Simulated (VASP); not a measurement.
# NaCl (Fm-3m) in VASP: settings compared, part 2 of 2

VASP 6.6.1. The steps go on from the part before.

## (3) Single point, PBEsol

Contents of INCAR:

```
SYSTEM = NaCl
PREC = Accurate ; ENCUT = 900
EDIFF = 1E-6 ; ISMEAR = 0
SIGMA = 0.02 ; LREAL = .False.
LASPH = .True. ; NELM = 60
ALGO = Fast ; ISIF = 2
LWAVE = .False. ; LCHARG = .False.
GGA = PS ; NBANDS = 14
```

Contents of KPOINTS:

```
Automatic mesh
0
Gamma
  8 8 8
  0 0 0
```

Contents of POSCAR:

```
NaCl
1.0
    0.0000000000      2.8036200000      2.8036200000
    2.8036200000      0.0000000000      2.8036200000
    2.8036200000      2.8036200000      0.0000000000
Na Cl
1 1
Direct
    0.0000000000      0.0000000000      0.0000000000
    0.5000000000      0.5000000000      0.5000000000
```

Potentials or basis: VASP PAW PBE potentials, release 64 (Na_pv, Cl_h).

Started as:

```
$ cat potpaw_PBE.64/Na_pv/POTCAR potpaw_PBE.64/Cl_h/POTCAR > POTCAR
$ mpirun -np 1 vasp_std > vasp.out
```

OUTCAR:

```text
SYSTEM = NaCl
   PREC = Accurate
   ENCUT = 900
   EDIFF = 1E-6
   ISMEAR = 0
   LREAL = .False.
   LASPH = .True.
   NELM = 60
   ISIF = 2
   GGA = PS

 ion  position               nearest neighbor table
   1  0.000  0.000  0.000-
   2  0.500  0.500  0.500-

  LATTYP: Found a face centered cubic cell.
 ALAT       =     5.6072400000

  Lattice vectors:

 A1 = (   0.0000000000,   2.8036200000,   2.8036200000)
 A2 = (   2.8036200000,   0.0000000000,   2.8036200000)
 A3 = (   2.8036200000,   2.8036200000,   0.0000000000)

Analysis of symmetry for initial positions (statically):
=====================================================================
 Subroutine PRICEL returns:
 Original cell was already a primitive cell.

 Routine SETGRP: Setting up the symmetry group for a
 face centered cubic supercell.

 Subroutine GETGRP returns: Found 48 space group operations
 (whereof 48 operations were pure point group operations)
 out of a pool of 48 trial point group operations.

The static configuration has the point symmetry O_h .
[... 173 lines left out ...]
      2     -20.9979      2.00000
      3     -20.9979      2.00000
      4     -13.0631      2.00000
      5      -0.3789      2.00000
      6      -0.3789      2.00000
      7      -0.3789      2.00000
      8       4.6191      0.00000
      9      10.5777      0.00000
     10      10.5777      0.00000
     11      10.5777      0.00000
     12      12.7594      0.00000
     13      12.7594      0.00000
     14      14.2895      0.00000
[... 377 lines left out ...]
      1     -21.0245      2.00000
      2     -21.0070      2.00000
      3     -21.0027      2.00000
      4     -12.6647      2.00000
      5      -2.1184      2.00000
      6      -1.1866      2.00000
      7      -0.8134      2.00000
      8       7.8003      0.00000
      9       9.1240      0.00000
     10       9.7707      0.00000
     11      11.2517      0.00000
     12      13.8726      0.00000
     13      15.1620      0.00000
     14      16.1207      0.00000

 [... further k-points ...]

------------------------ aborting loop because EDIFF is reached ----------------------------------------

  FORCE on cell =-STRESS in cart. coord.  units (eV):
  Direction    XX          YY          ZZ          XY          YZ          ZX
  --------------------------------------------------------------------------------------
  -------------------------------------------------------------------------------------
  Total       -0.0068760     -0.0068760     -0.0068760      0.0000000      0.0000000      0.0000000
  in kB       -0.2499537     -0.2499537     -0.2499537      0.0000000      0.0000000      0.0000000
  external PRESSURE =      -0.2499537 kB  Pullay stress =       0.0000000 kB

 VOLUME and BASIS-vectors are now :
 -----------------------------------------------------------------------------
  energy-cutoff  :      900.00
  volume of cell :       44.07
      direct lattice vectors                 reciprocal lattice vectors
     0.000000000  2.803620000  2.803620000    -0.178340859  0.178340859  0.178340859
     2.803620000  0.000000000  2.803620000     0.178340859 -0.178340859  0.178340859
     2.803620000  2.803620000  0.000000000     0.178340859  0.178340859 -0.178340859

 POSITION                                       TOTAL-FORCE (eV/Angst)
 -----------------------------------------------------------------------------------
      0.00000      0.00000      0.00000         0.000000      0.000000      0.000000
      2.80362      2.80362      2.80362         0.000000      0.000000      0.000000
 -----------------------------------------------------------------------------------
    total drift:                                0.000000     -0.000000     -0.000000

  FREE ENERGIE OF THE ION-ELECTRON SYSTEM (eV)
  ---------------------------------------------------
  free  energy   TOTEN  =        -7.0013237963 eV

  energy  without entropy=       -7.0013237963  energy(sigma->0) =       -7.00132380
```

OSZICAR:

```text
N       E                     dE             d eps       ncg     rms          rms(c)
DAV:   1     0.117995915344E+03    0.11800E+03   -0.92935E+03   812   0.151E+03
DAV:   2     0.392640164900E+01   -0.11407E+03   -0.10455E+03   898   0.352E+02
DAV:   3    -0.688263539133E+01   -0.10809E+02   -0.10704E+02  1064   0.867E+01
DAV:   4    -0.715449699419E+01   -0.27186E+00   -0.27160E+00   958   0.142E+01
DAV:   5    -0.716202928420E+01   -0.75323E-02   -0.75318E-02  1098   0.247E+00    0.166E+00
RMM:   6    -0.700745160432E+01    0.15458E+00   -0.17307E-01  1012   0.217E+00    0.818E-01
RMM:   7    -0.699851818193E+01    0.89334E-02   -0.10041E-01  1026   0.149E+00    0.519E-01
RMM:   8    -0.700204093672E+01   -0.35228E-02   -0.76037E-03   982   0.102E+00    0.183E-01
RMM:   9    -0.700125767403E+01    0.78326E-03   -0.26531E-03  1259   0.417E-01    0.615E-02
RMM:  10    -0.700130520088E+01   -0.47527E-04   -0.38074E-04  1293   0.195E-01    0.416E-02
RMM:  11    -0.700132730957E+01   -0.22109E-04   -0.11062E-04  1086   0.104E-01    0.253E-02
RMM:  12    -0.700132309325E+01    0.42163E-05   -0.32025E-05  1220   0.586E-02    0.411E-03
RMM:  13    -0.700132379628E+01   -0.70303E-06   -0.77644E-06  1210   0.256E-02
   1 F= -.70013238E+01 E0= -.70013238E+01  d E =-.556246E-17
```

stdout:

```text
POSCAR found type information on POSCAR NaCl
 POSCAR found :  2 types and       2 ions
 scaLAPACK will be used
 -----------------------------------------------------------------------------
|                                                                             |
|                                                                             |
|     You enforced a specific xc type in the INCAR file but a different       |
|     I HOPE YOU KNOW WHAT YOU ARE DOING!                                     |
|                                                                             |
 -----------------------------------------------------------------------------

 LDA part: xc-table for (Slater+PW92), standard interpolation
 POSCAR, INCAR and KPOINTS ok, starting setup
 FFT: planning ... GRIDC
 FFT: planning ... GRID_SOFT
 FFT: planning ... GRID
 WAVECAR not read
 entering main loop
```

Wall time 43 s (1 thread of Intel Xeon Platinum 8259CL at 2.50GHz (Skylake/Cascade Lake), shared host); peak memory 0.24 GiB.

Results:

* Free energy: -7.0013 eV
* Pressure: 0.0 GPa
* Band gap on the k mesh: 5.00 eV, direct

Levels at points of the mesh, in eV from the valence-band top:
| k point | band 5 | band 6 | band 7 | band 8 | band 9 | band 10 |
| --- | --- | --- | --- | --- | --- | --- |
| (0.00, 0.00, 0.00) | 0.00 | 0.00 | 0.00 | 5.00 | 10.96 | 10.96 |
| (0.50, 0.00, 0.00) | -2.03 | -0.28 | -0.28 | 7.10 | 10.64 | 10.85 |
| (0.50, 0.50, 0.00) | -1.75 | -0.63 | -0.63 | 7.47 | 7.85 | 11.25 |

Caveat: the PAW data sets were made with another functional, which shifts forces and pressure a little. Expect the measured gap to be larger: semilocal functionals such as PBEsol lack the derivative discontinuity.

## (4) Single point, r2SCAN

Contents of INCAR:

```
SYSTEM = NaCl
PREC = Accurate ; ENCUT = 520
EDIFF = 1E-6 ; ISMEAR = 0
SIGMA = 0.02 ; LREAL = .False.
LASPH = .True. ; NELM = 60
ALGO = Normal ; ISIF = 2
LWAVE = .False. ; LCHARG = .False.
METAGGA = R2SCAN ; LMIXTAU = .True.
NBANDS = 14
```

KPOINTS is that of step 3.

POSCAR is that of step 3.

Potentials or basis: VASP PAW PBE potentials, release 64 (Na_pv, Cl).

Started as:

```
$ cat potpaw_PBE.64/Na_pv/POTCAR potpaw_PBE.64/Cl/POTCAR > POTCAR
$ mpirun -np 1 vasp_std > vasp.out
```

Run time: 2.6 min. Hardware: 1 thread of Intel Xeon Platinum 8259CL at 2.50GHz (Skylake/Cascade Lake), shared host; peak memory 0.17 GiB.

The run converged. Its results:

* Free energy: -13.7901 eV
* Pressure: -0.2 GPa
* Band gap on the k mesh: 5.99 eV, direct

Levels at points of the mesh, in eV from the valence-band top:
```csv
k point,band 4,band 5,band 6,band 7,band 8,band 9,band 10,band 11
"(0.00, 0.00, 0.00)",-13.26,0.00,0.00,0.00,5.99,11.78,11.78,11.78
"(0.50, 0.00, 0.00)",-12.90,-1.98,-0.29,-0.29,7.98,11.76,11.81,11.81
"(0.50, 0.50, 0.00)",-12.85,-1.73,-0.62,-0.62,8.49,8.60,12.34,16.08
```

Caveat: the PAW data sets were made with another functional, which shifts forces and pressure a little.

## (5) Summary

```tsv
level	potentials or basis	cutoff (eV)	smearing	gap on the mesh (eV)	pressure (GPa)
PBEsol	VASP PAW PBE potentials, release 64 (Na_pv, Cl)	520	gaussian 0.5 eV	4.99	-0.2
PBEsol	VASP PAW PBE potentials, release 64 (Na_pv, Cl_h)	900	gaussian 0.02 eV	5.00	0.0
r2SCAN	VASP PAW PBE potentials, release 64 (Na_pv, Cl)	520	gaussian 0.02 eV	5.99	-0.2
```

Alike in all rows: task single point; no spin polarisation; cell as given; k mesh 8 × 8 × 8.

Caveats: the PAW data sets were made with another functional, which shifts forces and pressure a little.

Total energies depend on the potentials used, so only differences within one code and one set of settings carry meaning.
